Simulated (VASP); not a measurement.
# Be (Im-3m) in VASP: notebook

Runs on Be. Level: PBE. Tasks: single point.

Everything below comes from runs of VASP 6.6.1. Logs are shortened: lines on timing, memory, paths and dates and some standing lists are left out, and cuts for length are marked.

## Step 1: Starting point

Symmetry: Im-3m, No. 229, cubic system. Conventional cell: a = 2.539 Å, b = 2.539 Å, c = 2.539 Å, α = 90.00°, β = 90.00°, γ = 90.00°. Be (site symmetry m-3m) is surrounded by 8 Be at 2.20 Å.

The cell was built by a generator and needn't be a form met in nature.

## Step 2: Single point, PBE

File INCAR:

```
PREC     = Accurate       # precision mode
ENCUT    = 520            # plane-wave cutoff, eV
EDIFF    = 1E-7           # SCF threshold, eV
ISMEAR   = -1             # smearing method
SIGMA    = 0.1            # smearing width, eV
LREAL    = False          # projectors in reciprocal space
LASPH    = True           # aspherical terms in the spheres
NELM     = 60             # most SCF steps
ALGO     = Normal         # electronic algorithm
ISIF     = 2              # what is computed and relaxed
LWAVE    = False          # write WAVECAR
LCHARG   = True           # write CHGCAR
GGA      = PE             # functional
LELF     = True           # ELF
LVHAR    = True         
NBANDS   = 7              # bands
```

File KPOINTS:

```
Automatic mesh
0
Gamma
  10 10 10
```

File POSCAR:

```
Be
1.0
   -1.2694070000      1.2694070000      1.2694070000
    1.2694070000     -1.2694070000      1.2694070000
    1.2694070000      1.2694070000     -1.2694070000
Be
1
Direct
    0.0000000000      0.0000000000      0.0000000000
```

Potentials or basis: VASP PAW PBE potentials, release 64 (Be).

On the command line:

```
cat potpaw_PBE.64/Be/POTCAR > POTCAR
mpirun -np 1 vasp_std > vasp.out
```

OUTCAR:

```text
PREC = Accurate
   ENCUT = 520
   EDIFF = 1E-7
   ISMEAR = -1
   LREAL = False
   LASPH = True
   NELM = 60
   ISIF = 2
   GGA = PE

 ion  position               nearest neighbor table
   1  0.000  0.000  0.000-

  LATTYP: Found a body centered cubic cell.
 ALAT       =     2.5388140000

  Lattice vectors:

 A1 = (  -1.2694070000,   1.2694070000,   1.2694070000)
 A2 = (   1.2694070000,  -1.2694070000,   1.2694070000)
 A3 = (   1.2694070000,   1.2694070000,  -1.2694070000)

Analysis of symmetry for initial positions (statically):
=====================================================================
 Subroutine PRICEL returns:
 Original cell was already a primitive cell.

 Routine SETGRP: Setting up the symmetry group for a
 body centered cubic supercell.

 Subroutine GETGRP returns: Found 48 space group operations
 (whereof 48 operations were pure point group operations)
 out of a pool of 48 trial point group operations.

The static configuration has the point symmetry O_h .

Analysis of symmetry for dynamics (positions and initial velocities):
=====================================================================
 Subroutine PRICEL returns:
 Original cell was already a primitive cell.

 Routine SETGRP: Setting up the symmetry group for a
 body centered cubic supercell.

 Subroutine GETGRP returns: Found 48 space group operations
 (whereof 48 operations were pure point group operations)
 out of a pool of 48 trial point group operations.

The dynamic configuration has the point symmetry O_h .

 Subroutine INISYM returns: Found 48 space group operations
 (whereof 48 operations are pure point group operations),
 and found     1 'primitive' translations

----------------------------------------------------------------------------------------

                                     Primitive cell

  volume of cell :       8.1821

  direct lattice vectors                    reciprocal lattice vectors
    -1.269407000  1.269407000  1.269407000     0.000000000  0.393884704  0.393884704
     1.269407000 -1.269407000  1.269407000     0.393884704  0.000000000  0.393884704
     1.269407000  1.269407000 -1.269407000     0.393884704  0.393884704  0.000000000

  length of vectors
     2.198677419  2.198677419  2.198677419     0.557037090  0.557037090  0.557037090

  position of ions in fractional coordinates (direct lattice)
     0.000000000  0.000000000  0.000000000

  ion indices of the primitive-cell ions
   primitive index   ion index
                 1           1

----------------------------------------------------------------------------------------

 KPOINTS: Automatic mesh

Automatic generation of k-mesh.
 Grid dimensions read from file:
 generate k-points for:   10   10   10

 Generating k-lattice:

  Cartesian coordinates                     Fractional coordinates (reciprocal lattice)
     0.000000000  0.039388470  0.039388470     0.100000000  0.000000000  0.000000000
     0.039388470  0.000000000  0.039388470     0.000000000  0.100000000  0.000000000
     0.039388470  0.039388470  0.000000000     0.000000000  0.000000000  0.100000000

  Length of vectors
     0.055703709  0.055703709  0.055703709

  Shift w.r.t. Gamma in fractional coordinates (k-lattice)
     0.000000000  0.000000000  0.000000000

 Subroutine IBZKPT returns following result:
 ===========================================

 Found     47 irreducible k-points:

 Following reciprocal coordinates:
            Coordinates               Weight
  0.000000  0.000000  0.000000      1.000000
  0.100000  0.000000  0.000000     12.000000
  0.200000  0.000000  0.000000     12.000000
  0.300000  0.000000  0.000000     12.000000
  0.400000  0.000000  0.000000     12.000000
  0.500000  0.000000  0.000000      6.000000
[... 16 lines left out ...]
  0.300000  0.300000  0.100000      8.000000
 -0.300000  0.300000  0.100000     24.000000
 [... further k-points ...]
   k-points           NKPTS =     47   k-points in BZ     NKDIM =     47   number of bands    NBANDS=      7
   number of dos      NEDOS =    301   number of ions     NIONS =      1
   total plane-waves  NPLWV =   4096
   dimension x,y,z NGX =    16 NGY =   16 NGZ =   16
   dimension x,y,z NGXF=    32 NGYF=   32 NGZF=   32
   ions per type =               1
   NGX,Y,Z   is equivalent  to a cutoff of  12.10, 12.10, 12.10 a.u.
   NGXF,Y,Z  is equivalent  to a cutoff of  24.20, 24.20, 24.20 a.u.
 SYSTEM =  unknown system
   PREC   = accura    normal or accurate (medium, high low for compatibility)
   ISTART =      0    job   : 0-new  1-cont  2-samecut
   ICHARG =      2    charge: 1-file 2-atom 10-const
   ISPIN  =      1    spin polarized calculation?
   LNONCOLLINEAR =      F non collinear calculations
   LSORBIT =      F    spin-orbit coupling
   LASPH  =      T    aspherical Exc in radial PAW
   ENCUT  =  520.0 eV  38.22 Ry    6.18 a.u.   4.09  4.09  4.09*2*pi/ulx,y,z
   NELM   =     60;   NELMIN=  2; NELMDL= -5     # of ELM steps
   EDIFF  = 0.1E-06   stopping-criterion for ELM
   LREAL  =      F    real-space projection
[... 7 lines left out ...]
   TEBEG  =    0.0;   TEEND  =   0.0 temperature during run
   PSTRESS=    0.0 pullay stress
   NELECT =       2.0000    total number of electrons
   NUPDOWN=      -1.0000    fix difference up-down
   EMIN   =  10.00;   EMAX   =-10.00  energy-range for DOS
   EFERMI =   0.00;   METHOD = LEGACY
   ISMEAR =    -1;   SIGMA  =   0.10  broadening in eV -4-tet -1-fermi 0-gaus
   EFERMI_NEDOS =   21; number of points for ismear=-14 and -15
   IALGO  =     38    algorithm
   IMIX   =      4    mixing-type and parameters
     AMIX     =   0.40;   BMIX     =  1.00
     AMIX_MAG =   1.60;   BMIX_MAG =  1.00
  volume/ion in A,a.u.               =       8.18        55.22
  Fermi-wavevector in a.u.,A,eV,Ry     =   1.023601  1.934325 14.255621  1.047759
  Thomas-Fermi vector in A             =   2.157343
   LORBIT       =      0    0 simple, 1 ext, 2 COOP (PROOUT), +10 PAW based schemes
   GGA     = PE    functional components
   LHFCALC =     F    Hartree Fock is set to
   AEXX    =    0.0000 exact exchange contribution
   IVDW    =     0    specifies the selected vdW correction
   LEPSILON=     F    determine dielectric tensor
   LRPA    =     F    only Hartree local field effects (RPA)
 non-spin polarized calculation
  energy-cutoff  :      520.00
  volume of cell :        8.18
 maximum number of plane-waves:       236
   NGX =  9   NGY =  9   NGZ =  9

 number of electron       2.0000000 magnetization

 Free energy of the ion-electron system (eV)
  ---------------------------------------------------
  ext. energy  EPLUGINS =         0.00000000
  ---------------------------------------------------
  free energy    TOTEN  =        -3.65438248 eV

  energy without entropy =       -3.64957000  energy(sigma->0) =       -3.65197624

 E-fermi :   7.4584     XC(G=0): -10.5002

 val. band max:        7.3887936311   @ k =  -0.4000  -0.4000   0.2000
 cond. band min:       7.6968564268   @ k =  -0.4000  -0.4000   0.1000
 fundamental gap:      0.3080627957
 Fermi energy:         7.4584424085

 k-point     1 :       0.0000    0.0000    0.0000
  band No.  band energies     occupation
      1      -4.4161      2.00000
      2      26.3221      0.00000
      3      26.3221      0.00000
      4      26.3221      0.00000
      5      37.5339      0.00000
      6      37.5339      0.00000
      7      37.5339      0.00000

 k-point     2 :       0.1000    0.0000    0.0000
  band No.  band energies     occupation
      1      -4.0699      2.00000
      2      24.6244      0.00000
      3      25.1201      0.00000
      4      25.9368      0.00000
      5      34.3652      0.00000
      6      34.7441      0.00000
      7      38.1666      0.00000

 k-point     3 :       0.2000    0.0000    0.0000
  band No.  band energies     occupation
      1      -3.0318      2.00000
      2      20.0570      0.00000
      3      22.9394      0.00000
      4      24.9291      0.00000
      5      31.6240      0.00000
      6      32.4490      0.00000
      7      37.7925      0.00000

 k-point     4 :       0.3000    0.0000    0.0000
  band No.  band energies     occupation
      1      -1.3190      2.00000
      2      14.8185      0.00000
      3      21.0608      0.00000
      4      23.7608      0.00000
      5      29.3379      0.00000
      6      32.2935      0.00000
      7      39.0195      0.00000

 k-point     5 :       0.4000    0.0000    0.0000
  band No.  band energies     occupation
      1       0.9276      2.00000
      2      10.2498      0.00000
      3      19.8627      0.00000
      4      22.8981      0.00000
      5      27.9571      0.00000
      6      32.7278      0.00000
      7      41.2456      0.00000

 k-point     6 :       0.5000    0.0000    0.0000
  band No.  band energies     occupation
      1       2.5279      2.00000
      2       7.8529      0.03799
      3      19.4549      0.00000
      4      22.5873      0.00000
      5      27.4959      0.00000
      6      33.0008      0.00000
      7      42.8480      0.00000

 k-point     7 :       0.1000    0.1000    0.0000
  band No.  band energies     occupation
      1      -3.3771      2.00000
      2      22.5146      0.00000
      3      22.5309      0.00000
      4      24.6714      0.00000
      5      32.7049      0.00000
      6      33.2649      0.00000
      7      37.7317      0.00000
[... 121 lines left out ...]
 k-point    20 :       0.2000    0.2000    0.1000
  band No.  band energies     occupation
      1       1.4409      2.00000
      2      12.3887      0.00000
      3      14.7775      0.00000
      4      18.1846      0.00000
      5      36.3709      0.00000
      6      37.0040      0.00000
      7      44.1325      0.00000

 k-point    21 :       0.3000    0.2000    0.1000
  band No.  band energies     occupation
      1       3.9603      2.00000
      2       8.8063      0.00000
      3      13.5097      0.00000
      4      17.6610      0.00000
      5      37.3929      0.00000
      6      38.7818      0.00000
      7      44.9172      0.00000

 k-point    22 :      -0.2000    0.2000    0.1000
  band No.  band energies     occupation
      1      -2.6785      2.00000
      2      19.9871      0.00000
      3      21.4230      0.00000
      4      24.6871      0.00000
      5      29.7118      0.00000
      6      33.9400      0.00000
      7      36.7777      0.00000

 k-point    23 :       0.3000    0.3000    0.1000
  band No.  band energies     occupation
      1       6.6033      1.99961
      2       6.6033      1.99961
      3      11.9450      0.00000
      4      17.4470      0.00000
      5      38.8036      0.00000
      6      41.7648      0.00000
      7      41.7648      0.00000

 k-point    24 :      -0.3000    0.3000    0.1000
  band No.  band energies     occupation
      1      -0.9544      2.00000
      2      14.9659      0.00000
      3      19.4641      0.00000
      4      23.7493      0.00000
      5      29.7461      0.00000
      6      31.8130      0.00000
      7      38.3620      0.00000

 [... further k-points ...]

------------------------ aborting loop because EDIFF is reached ----------------------------------------

  FORCE on cell =-STRESS in cart. coord.  units (eV):
  Direction    XX          YY          ZZ          XY          YZ          ZX
  --------------------------------------------------------------------------------------
  -------------------------------------------------------------------------------------
  Total       -0.2524961     -0.2524961     -0.2524961     -0.0000000     -0.0000000      0.0000000
  in kB      -49.4427412    -49.4427412    -49.4427412     -0.0000000     -0.0000000      0.0000000
  external PRESSURE =     -49.4427412 kB  Pullay stress =       0.0000000 kB

 VOLUME and BASIS-vectors are now :
 -----------------------------------------------------------------------------
  energy-cutoff  :      520.00
  volume of cell :        8.18
      direct lattice vectors                 reciprocal lattice vectors
    -1.269407000  1.269407000  1.269407000     0.000000000  0.393884704  0.393884704
     1.269407000 -1.269407000  1.269407000     0.393884704  0.000000000  0.393884704
     1.269407000  1.269407000 -1.269407000     0.393884704  0.393884704  0.000000000

 POSITION                                       TOTAL-FORCE (eV/Angst)
 -----------------------------------------------------------------------------------
      0.00000      0.00000      0.00000         0.000000     -0.000000      0.000000
 -----------------------------------------------------------------------------------
    total drift:                               -0.000000      0.000000      0.000000

  FREE ENERGIE OF THE ION-ELECTRON SYSTEM (eV)
  ---------------------------------------------------
  free  energy   TOTEN  =        -3.6543824833 eV

  energy  without entropy=       -3.6495699982  energy(sigma->0) =       -3.65197624
```

Run time: 1.7 s. Hardware: 1 thread of Intel Xeon Platinum 8259CL at 2.50GHz (Skylake/Cascade Lake), shared host; peak memory 0.11 GiB.

What came out:

```
Free energy            : -3.6544 eV
Pressure               : -4.9 GPa
Band gap on the k mesh : none (metal or under the smearing width)
```

## Step 3: Single point, PBE

File INCAR:

```
PREC = Accurate
ENCUT = 520
EDIFF = 1E-6
ISMEAR = -5
SIGMA = 0.1
LREAL = F
LASPH = T
NELM = 80
ALGO = Normal
ISIF = 2
LWAVE = F
LCHARG = F
GGA = PE
NBANDS = 7
```

File KPOINTS:

```
regular mesh
0
Gamma
  10 10 10
```

POSCAR is that of step 2.

Potentials or basis: VASP PAW PBE potentials, release 64 (Be).

On the command line:

```
cat potpaw_PBE.64/Be/POTCAR > POTCAR
mpirun -np 1 vasp_std > vasp.out
```

OUTCAR:

```text
PREC = Accurate
   ENCUT = 520
   EDIFF = 1E-6
   ISMEAR = -5
   LREAL = F
   LASPH = T
   NELM = 80
   ISIF = 2
   GGA = PE

 ion  position               nearest neighbor table
   1  0.000  0.000  0.000-

  LATTYP: Found a body centered cubic cell.
 ALAT       =     2.5388140000

  Lattice vectors:

 A1 = (  -1.2694070000,   1.2694070000,   1.2694070000)
 A2 = (   1.2694070000,  -1.2694070000,   1.2694070000)
 A3 = (   1.2694070000,   1.2694070000,  -1.2694070000)

Analysis of symmetry for initial positions (statically):
=====================================================================
 Subroutine PRICEL returns:
 Original cell was already a primitive cell.

 Routine SETGRP: Setting up the symmetry group for a
 body centered cubic supercell.

 Subroutine GETGRP returns: Found 48 space group operations
 (whereof 48 operations were pure point group operations)
 out of a pool of 48 trial point group operations.

The static configuration has the point symmetry O_h .

Analysis of symmetry for dynamics (positions and initial velocities):
[... 162 lines left out ...]
 val. band max:        7.3887328121   @ k =  -0.4000  -0.4000   0.2000
 cond. band min:       7.3887328178   @ k =  -0.4000  -0.4000   0.2000
 fundamental gap:      0.0000000057
 Fermi energy:         7.8034196244

 k-point     1 :       0.0000    0.0000    0.0000
  band No.  band energies     occupation
      1      -4.4161      2.00000
      2      26.3218      0.00000
      3      26.3218      0.00000
      4      26.3218      0.00000
      5      37.5339      0.00000
      6      37.5339      0.00000
      7      37.5339      0.00000
[... 221 lines left out ...]
 k-point    24 :      -0.3000    0.3000    0.1000
  band No.  band energies     occupation
      1      -0.9545      2.00000
      2      14.9658      0.00000
      3      19.4639      0.00000
      4      23.7491      0.00000
      5      29.7460      0.00000
      6      31.8131      0.00000
      7      38.3620      0.00000

 [... further k-points ...]

------------------------ aborting loop because EDIFF is reached ----------------------------------------

  FORCE on cell =-STRESS in cart. coord.  units (eV):
  Direction    XX          YY          ZZ          XY          YZ          ZX
  --------------------------------------------------------------------------------------
  -------------------------------------------------------------------------------------
  Total       -0.2609315     -0.2609315     -0.2609315      0.0000000      0.0000000      0.0000000
  in kB      -51.0945427    -51.0945427    -51.0945427      0.0000000      0.0000000      0.0000000
  external PRESSURE =     -51.0945427 kB  Pullay stress =       0.0000000 kB

 VOLUME and BASIS-vectors are now :
 -----------------------------------------------------------------------------
  energy-cutoff  :      520.00
  volume of cell :        8.18
      direct lattice vectors                 reciprocal lattice vectors
    -1.269407000  1.269407000  1.269407000     0.000000000  0.393884704  0.393884704
     1.269407000 -1.269407000  1.269407000     0.393884704  0.000000000  0.393884704
     1.269407000  1.269407000 -1.269407000     0.393884704  0.393884704  0.000000000

 POSITION                                       TOTAL-FORCE (eV/Angst)
 -----------------------------------------------------------------------------------
      0.00000      0.00000      0.00000         0.000000      0.000000      0.000000
 -----------------------------------------------------------------------------------
    total drift:                               -0.000000      0.000000      0.000000

  FREE ENERGIE OF THE ION-ELECTRON SYSTEM (eV)
  ---------------------------------------------------
  free  energy   TOTEN  =        -3.6618923183 eV

  energy  without entropy=       -3.6618923183  energy(sigma->0) =       -3.66189232
```

stdout:

```text
POSCAR found type information on POSCAR Be
 POSCAR found :  1 types and       1 ions
 scaLAPACK will be used
 LDA part: xc-table for (Slater+PW92), standard interpolation
 POSCAR, INCAR and KPOINTS ok, starting setup
 FFT: planning ... GRIDC
 FFT: planning ... GRID_SOFT
 FFT: planning ... GRID
 WAVECAR not read
 entering main loop
 -----------------------------------------------------------------------------
|                                                                             |
|           W    W    AA    RRRRR   N    N  II  N    N   GGGG   !!!           |
|           W    W   A  A   R    R  NN   N  II  NN   N  G    G  !!!           |
|           W    W  A    A  R    R  N N  N  II  N N  N  G       !!!           |
|           W WW W  AAAAAA  RRRRR   N  N N  II  N  N N  G  GGG   !            |
|           WW  WW  A    A  R   R   N   NN  II  N   NN  G    G                |
|           W    W  A    A  R    R  N    N  II  N    N   GGGG   !!!           |
|                                                                             |
|     Tetrahedron method does not include variations of the Fermi             |
|     occupations, so forces and stress will be inaccurate. We suggest        |
|     using a different smearing scheme ISMEAR = 1 or 2 for metals in         |
|     relaxations.                                                            |
|                                                                             |
 -----------------------------------------------------------------------------
```

Run time: 2 s. Hardware: 1 thread of Intel Xeon Platinum 8259CL at 2.50GHz (Skylake/Cascade Lake), shared host; peak memory 0.11 GiB.

What came out:

| Quantity | Value |
| --- | --- |
| Free energy | -3.6619 eV |
| Pressure | -5.1 GPa |
| Band gap on the k mesh | none (metal or under the smearing width) |

Caveat: tetrahedron occupations give inexact forces and stress in metals.
